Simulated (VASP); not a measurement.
**Core-hole spectrum of MnO2 (Pyrolusite)**

Wanted: the near-edge structure of MnO2 (Pyrolusite). The cell has space group P4_2/mnm. The start is a cell from a database of measured crystal structures.

Calculated with VASP 6.6.1; PBE, spin-polarised from an antiferromagnetic start; plane waves and PAW (O, Mn_pv, O), in the first sound run; inputs show where later runs differ.

Report form: the programs' logs are mostly left out.

### Step 1. Set-up

It takes space group P4_2/mnm (No. 136, tetragonal). The conventional cell has a = 4.398 Å, b = 4.398 Å, c = 2.873 Å, α = 90.00°, β = 90.00°, γ = 90.00°. O has 3 Mn at 1.88 to 1.90 Å nearest. Mn has 6 O at 1.88 to 1.90 Å nearest. Farther neighbours and most contacts between anions are not listed.

As a file:

```xyz
12
Lattice="4.3983 0.0000 2.8730 0.0000 4.3983 2.8730 -4.3983 0.0000 2.8730" Properties=species:S:1:pos:R:3 pbc="T T T"
O    -0.8570    0.8570    4.3095
Mn   -2.1991    2.1991    4.3095
Mn    2.1992    2.1991    4.3095
Mn    0.0000    0.0000    0.0000
Mn    0.0000    0.0000    2.8730
O    -0.8570    0.8570    1.4365
O    -1.3421    3.0562    2.8730
O    -1.3421    3.0562    5.7460
O     0.8570    3.5413    7.1825
O     0.8570    3.5413    4.3095
O    -3.0562    1.3421    2.8730
O     1.3421    1.3421    2.8730
```

### Step 2. Supercell without a hole

The cell without a hole gives, with ICORELEVEL = 1, the Kohn-Sham core levels of the initial state. It is a supercell, which puts a hole 5.3 Å from its nearest image.

INCAR reads:

```
SYSTEM = MnO2
PREC = Accurate
ENCUT = 400
EDIFF = 1E-05
NELM = 100
ISMEAR = 0
SIGMA = 0.05
LREAL = .FALSE.
ALGO = Normal
GGA = PE
NBANDS = 68
ISPIN = 2
MAGMOM = 0 4 4 -4 -4 0 0 0 0 0 0 0
LASPH = .TRUE.
LMAXMIX = 4
LWAVE = .FALSE.
LCHARG = .FALSE.
KPAR = 2
NCORE = 4
ICORELEVEL = 1
```

POSCAR reads:

```
MnO2
1.0
    4.3983000000      0.0000000000      2.8730000000
    0.0000000000      4.3983000000      2.8730000000
   -4.3983000000      0.0000000000      2.8730000000
O Mn O
1 4 7
Direct
    0.5551500000      0.1948500000      0.7500000000
    0.2500000000      0.5000000000      0.7500000000
    0.7500000000      0.5000000000      0.2500000000
    0.0000000000      0.0000000000      0.0000000000
    0.5000000000      0.0000000000      0.5000000000
    0.0551500000      0.1948500000      0.2500000000
    0.0000000000      0.6948500000      0.3051500000
    0.5000000000      0.6948500000      0.8051500000
    0.9448500000      0.8051500000      0.7500000000
    0.4448500000      0.8051500000      0.2500000000
    0.0000000000      0.3051500000      0.6948500000
    0.5000000000      0.3051500000      0.1948500000
```

KPOINTS reads:

```
Automatic mesh
0
Gamma
3 3 3
0 0 0
```

Potentials, in the order of the species: O, Mn_pv and O (PBE family, release 64).

Started as:

```
mpirun -np 8 vasp_std
```

Wall time 23 s (8 MPI ranks of Intel Xeon Platinum 8488C (Sapphire Rapids), shared host); peak memory 1.2 GiB.

The magnetic state follows from one typed start and may not be the lowest. The k-mesh is coarse for a metal. These are scalar-relativistic Kohn-Sham levels of the ground state, with no core hole, so they are not binding energies. Oxides and halides of Mn are often magnetic insulators, and a metal at this level, without U or exact exchange, may be an artefact.

Numbers from this step:

```yaml
free_energy_toten: -95.9486 eV
energy_at_zero_smearing: -95.9458 eV
fermi_energy: 5.349 eV
pressure: -4.550 GPa
```

The two shallowest core shells; atoms whose shallowest level rounds to another's at 0.01 eV are left out. Core levels, by row:

```csv
atom,shell,level below the Fermi level (eV)
O1,1s,505.9
Mn2,2p,625.7
Mn2,3s,80.39
```

### Step 3. K edge, Wyckoff site O f, full hole, excited electron kept

This step: supercell core-hole method, PBE, full hole, excited electron kept, spin-polarised from an antiferromagnetic start; plane waves and PAW (O, Mn_pv, O) (VASP 6.6.1).

One core electron of the first atom, a species of its own in POSCAR, is moved to the lowest empty state, so the cell stays neutral. NBANDS covers the range above the edge.

INCAR reads:

```
SYSTEM = MnO2
PREC = Accurate
ENCUT = 400
EDIFF = 1E-06
NELM = 100
ISMEAR = 0
SIGMA = 0.05
LREAL = .FALSE.
ALGO = Normal
GGA = PE
NBANDS = 120
ISPIN = 2
MAGMOM = 0 4 4 -4 -4 0 0 0 0 0 0 0
LASPH = .TRUE.
LMAXMIX = 4
LWAVE = .FALSE.
LCHARG = .FALSE.
KPAR = 2
ICORELEVEL = 2
CLNT = 1
CLN = 1
CLL = 0
CLZ = 1
CH_LSPEC = .TRUE.
CH_NEDOS = 1500
CH_SIGMA = 0.5
```

POSCAR is that of step 2.

KPOINTS is that of step 2.

Started as:

```
mpirun -np 8 vasp_std
```

Run time: 37 s. Hardware: 8 MPI ranks; peak memory 1.4 GiB; 4.4 min of CPU time.

Numbers from this step:

| Item | Value |
| --- | --- |
| free energy (TOTEN) | -232.8886 eV |
| energy at zero smearing | -232.8874 eV |
| Fermi energy | 5.990 eV |
| pressure | -3.879 GPa |
| moment of the cell, from the last line of the log | 0.1069 μB |

The imaginary dielectric function times 10^5 has structure finer than the step of the table below, so its rows give means over 1 eV, whole bins alone (the curve runs from 516 to 561 eV). Peaks (eV: height): xx 521.7: 29.1, 535.5: 49.1, 546.3: 24.3, 549.6: 16.8; zz 523.1: 37.9, 532.3: 40.4, 534.5: 52.3, 542.8: 15.1, 553.8: 20.0.

Smoothed further by a Gaussian, to a width of roughly 1 to 1.2 eV in all; heights scale with one over the cell volume; the energy axis is the program's own, and the fall at its high end is where NBANDS ends. Imaginary dielectric function times 10^5 against photon energy; means over each step:

```csv
photon energy (eV),xx,zz
518,3.5e-4,2.3e-4
519,0.109,0.0868
520,4.21,4.00
521,20.7,22.6
522,26.7,34.8
523,24.3,36.8
524,16.0,18.0
525,1.99,1.63
526,0.0347,0.0153
527,0.00963,0.00434
528,0.550,0.557
529,2.99,3.40
530,7.05,6.93
531,20.2,21.7
532,23.1,35.4
533,22.5,35.3
534,26.0,46.8
535,42.1,46.5
536,45.3,28.9
537,35.5,14.7
538,15.4,7.07
539,10.2,4.94
540,4.93,3.54
541,5.98,7.90
542,6.59,10.4
543,5.62,14.3
544,6.20,10.3
545,13.6,5.79
546,21.5,8.30
547,15.1,9.76
548,8.19,7.96
549,12.6,8.28
550,14.1,8.13
551,7.08,8.36
552,7.47,9.60
553,8.98,14.4
554,8.17,18.1
555,3.41,10.0
556,0.405,1.73
557,0.00451,0.0343
558,0,0
```

The smoothed xx curve reaches a tenth of its top at about 520 eV.

### Step 4. K edge, Wyckoff site O f, no hole

This step: supercell core-hole method, PBE, no hole, spin-polarised from an antiferromagnetic start; plane waves and PAW (O, Mn_pv, O) (VASP 6.6.1).

With CLZ = 0 the final states feel no hole, which shows what the hole does. NBANDS covers the range above the edge.

Edit INCAR of step 3 so:

```diff
@@ -22,3 +22,3 @@
 CLL = 0
-CLZ = 1
+CLZ = 0
 CH_LSPEC = .TRUE.
```

POSCAR is that of step 3.

KPOINTS is that of step 3.

Started as:

```
mpirun -np 8 vasp_std
```

Elapsed: 34 s, on 8 MPI ranks; peak memory 1.4 GiB.

Numbers from this step:

* free energy (TOTEN): -95.9486 eV
* energy at zero smearing: -95.9458 eV
* Fermi energy: 5.348 eV
* pressure: -4.113 GPa

The imaginary dielectric function times 10^5 has structure finer than the step of the table below, so its rows give means over 1 eV, whole bins alone (the curve runs from 516 to 561 eV). Peaks (eV: height): xx 521.8: 59.6, 523.7: 49.5, 537.3: 59.9, 546.6: 28.5, 549.9: 18.4; zz 523.2: 71.3, 535.6: 66.5, 542.9: 20.7, 554.0: 17.3.

Smoothed further by a Gaussian, to a width of roughly 1 to 1.2 eV in all; heights scale with one over the cell volume; the energy axis is the program's own, and the fall at its high end is where NBANDS ends. The imaginary dielectric function times 10^5 by photon energy; means over each step:

```csv
photon energy (eV),xx,zz
517,0,0
518,0.00687,0.00100
519,0.645,0.175
520,7.54,4.89
521,36.9,25.1
522,52.4,49.9
523,35.9,69.0
524,41.9,47.3
525,7.95,5.87
526,0.0970,0.0379
527,0.00165,3.1e-4
528,0.210,0.158
529,2.42,2.30
530,4.82,4.00
531,15.1,14.3
532,19.7,21.9
533,19.4,27.5
534,19.8,39.1
535,33.9,59.4
536,43.6,58.9
537,53.2,37.0
538,45.1,16.1
539,22.8,9.08
540,10.0,4.90
541,7.20,8.52
542,8.92,12.2
543,7.59,19.4
544,5.84,13.0
545,12.3,6.70
546,19.7,8.15
547,23.7,11.8
548,11.1,9.79
549,11.8,9.07
550,17.3,8.65
551,11.5,8.17
552,8.19,9.38
553,9.21,10.9
554,9.84,16.2
555,3.78,9.30
556,0.564,2.02
557,0.00521,0.0430
558,0,0
```

The smoothed xx curve reaches a tenth of its top at about 520 eV.

### Step 5. Summary

This step: supercell core-hole method, PBE; plane waves and PAW (VASP 6.6.1).

This step runs nothing: it gathers the runs above.

Core-hole runs:

```csv
site,hole,cost (core minutes)
O f,"full hole, excited electron kept",4.93
O f,no hole,4.53
```

### Step 6. Outcome

* K edge of O f, full hole, excited electron kept: xx reaches a tenth of its top at 520.13 eV on the program's axis; share within the next 5 eV of the next 20 eV: 27 %
* K edge of O f, no hole: xx reaches a tenth of its top at 519.93 eV on the program's axis; share within the next 5 eV of the next 20 eV: 38 %

What this shows: The O K edge, for light polarised along x, reaches a tenth of its top at 520.13 eV on the program's axis. That mark passes over any weaker pre-edge, and only dipole transitions enter. The electron from the core stays in the cell and fills some of the lowest empty states. Whether the program still counts those as final states wasn't checked, so features at and just under the onset are in doubt. Share of the first 20 eV of absorption, for light polarised along x, that lies within 5 eV of each run's own onset: 38 % with no hole and 27 % with full hole, excited electron kept. One site of the element was run (Wyckoff letter f). With 12 atoms and a 3×3×3 mesh the peak shapes still carry the imprint of the mesh, and the holes are close enough to feel one another. The fall at the high end is where NBANDS ends. The other core electrons stay frozen, so neither the program's energy axis nor the change of TOTEN is an excitation energy; spectra are aligned at the onset when set beside measurement. The given cell is kept, although it stands at -4.5 GPa at PBE and ENCUT = 400 eV, which holds the mismatch of the given cell with this functional, any error of the entry itself and any basis-set error. The atoms weren't relaxed and carry forces of up to 0.19 eV/Å at PBE in the cell without a hole, so the numbers belong to the given coordinates, and a relaxation would change them. All of it rests on one antiferromagnetic start, which may not be the order of the real compound. Not tabulated here, as repeats of values shown or as unfit to read for their mesh, reference level or band range: core levels (K edge).

[Lines on the potential files, build, host, timing and source positions are cut from VASP's logs without a mark.]

[Logs are printed without paths, hosts, clocks, repeated set-up lines and the standing remarks that a program may print on its own settings, such as how far it seeks lower states.]

[Hosts, paths, dates, database ids (printed as entryN), source tags and the programs' standing remarks are cut or masked in the printed files.]
